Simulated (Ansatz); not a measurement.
Skutterudite CoSb3 was calculated with HSE06+SOC (plane waves, PAW; Ansatz, a quantum-chemistry and plane-wave program).

Run with plane-wave cutoff 460 eV, 4×4×4 k mesh, Fermi–Dirac smearing 0.01 eV, PAW data made under PBE.

Cell (measured lattice):

```cif
data_Co8Sb24
_chemical_formula_sum 'Co8 Sb24'
_space_group_name_H-M_alt 'Im-3'
_space_group_IT_number 204
_space_group_name_Hall '-I 2 2 3'
_cell_length_a 9.03708
_cell_length_b 9.03708
_cell_length_c 9.03708
_cell_angle_alpha 90.000
_cell_angle_beta 90.000
_cell_angle_gamma 90.000
loop_
_atom_site_label
_atom_site_type_symbol
_atom_site_symmetry_multiplicity
_atom_site_Wyckoff_symbol
_atom_site_fract_x
_atom_site_fract_y
_atom_site_fract_z
_atom_site_occupancy
Co1 Co 8 c 0.25000 0.25000 0.25000 1
Sb1 Sb 24 g 0.00000 0.33510 0.16020 1
```
(The calculation used a cell of 16 atoms; values per cell refer to that cell.)

**Question.** What does this level give for the band gap and smallest direct gap on the k points sampled?

**Answer.** 
band gap: 0.55 eV (on the SCF k mesh) (indirect)
smallest direct gap on the k points sampled: 0.69 eV

Measured, for comparison: band gap 0.63 eV (temperature not stated, no zero-point or thermal correction; as tabulated in Kim et al. (2020), doi:10.1038/s41597-020-00723-8).

Note: cell and atoms aren't relaxed at this level (largest force component 0.29 eV/Å, pressure -1.0 GPa).
